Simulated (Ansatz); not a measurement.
# CdTe: the cost of one run

Program: Ansatz 0.2.0. Level of theory: DFT PBE, scalar-relativistic, plane waves, PAW. These are calculated values, not measurements.

The COD entry's cell or inner coordinates are ideal or old and differ from later refinements, so a difference from it is no clean test against experiment.

That is the level of the relaxation; later steps name their own.

2 further runs of the same task are left out: 2 set aside as unsound or not needed.

### 1 The starting structure

Symmetry: F-43m, No. 216, cubic system. Conventional cell: a = 6.617 Å, b = 6.617 Å, c = 6.617 Å, α = 90.00°, β = 90.00°, γ = 90.00°. Around Cd (site symmetry -43m) lie 4 Te at 2.87 Å. Te (site symmetry -43m) has 4 Cd at 2.87 Å as nearest neighbours.

As a file:

```xyz
2
Lattice="0.0000 3.3087 3.3087 3.3087 0.0000 3.3087 3.3087 3.3087 0.0000" Properties=species:S:1:pos:R:3 pbc="T T T"
Cd    0.0000    0.0000    0.0000
Te    1.6543    1.6543    1.6543
```

This cell was relaxed beforehand with the same method: volume 36.22 Å³/atom, gap on the mesh 0.59 eV.

### 2 Levels with PBE, 250 eV and coarse mesh

input.yaml

```yaml
crystal:
  lattice:
    - [0.0, 3.3086866296, 3.3086866296]
    - [3.3086866296, 0.0, 3.3086866296]
    - [3.3086866296, 3.3086866296, 0.0]
  atoms:
    - { symbol: Cd, position: [0.0, 0.0, 0.0] }
    - { symbol: Te, position: [0.25, 0.25, 0.25] }
basis:
  ecutwfc: 250
kpoints:
  mp_grid: { grid: [4, 4, 4] }
  band_path:
    path:
      - [0.0, 0.0, 0.0]
      - [-0.5, -0.5, 0.0]
      - [-0.375, -0.375, 0.25]
      - [-0.375, 0.0, 0.375]
      - [0.0, 0.0, 0.5]
      - [-0.5, -0.25, 0.25]
    npoints: 1
hamiltonian:
  xc: pbe
scf:
  occupations: { method: gaussian, width: 0.02 }
  n_extra_bands: 4
output:
  forces: true
  stress: true
  eigenvalues: true
```

Started as:

```sh
$ ansatz run input.yaml --threads 2 --pin off --max-ram 5120MiB --backend cpu --events-out ev --progress --plain --runs-dir out
```

Q: Estimate wall time and peak memory on 2 threads of Arm Neoverse N1, shared host.

About 1.2 s, with a peak of 0.28 GiB.
